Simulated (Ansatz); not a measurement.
**CoO in Ansatz: the effect of functional**

CoO:

```
Co O
1.0
     1.61283    0.93117    2.58347
    -1.61283    0.93117    2.58347
     0.00000   -1.86234    2.58347
Co O
1 1
Direct
  0.99898 0.99898 0.99898
  0.75102 0.75102 0.75102
```

Measurements of this composition are mostly on another form, of space group No. 225.

The cell isn't the ideal one: volume scaled by 1.02.

Alike in all runs:

```yaml
Program: Ansatz 0.2.0
Task: single point
Potentials_or_basis: Ansatz PAW
k_mesh: 10 × 10 × 10
Occupations: fermi-dirac, width 0.05 eV
Spin: collinear spin, ferromagnetic start
Starting_moments: "[2.0, 0.0] μB"
```

**Question.** One run gave: gap on the mesh 0.23 eV; pressure 1.1 GPa; moment 3.00 μB. Which functional did it use?
A. PBEsol
B. r2SCAN
C. LDA

**Answer.** B.

```csv
functional,cutoff,gap on the mesh (eV),pressure (GPa),moment (μB)
LDA,420 eV (not typed: the program's choice for these potentials),none,-17.3,2.74
PBEsol,420 eV (not typed: the program's choice for these potentials),none,-9.9,2.85
r2SCAN,500 eV (not typed: the program's choice for these potentials),0.23,1.1,3.00
```

Caveats: a cell with one magnetic atom can't hold antiferromagnetic order, which such compounds often take; the PAW data sets come from PBE, with cores solved anew for the run's functional, which leaves a small shift of forces and pressure; semilocal functionals often make such compounds metallic where correlation or magnetic order opens a gap, which also shifts bond lengths (some runs); the magnetic or orbital state may not be the lowest (some runs).

A k mesh can miss the band edges.

A gap of «none» marks a metal or a gap under the smearing width.

Runs at the PBE level aren't shown here.
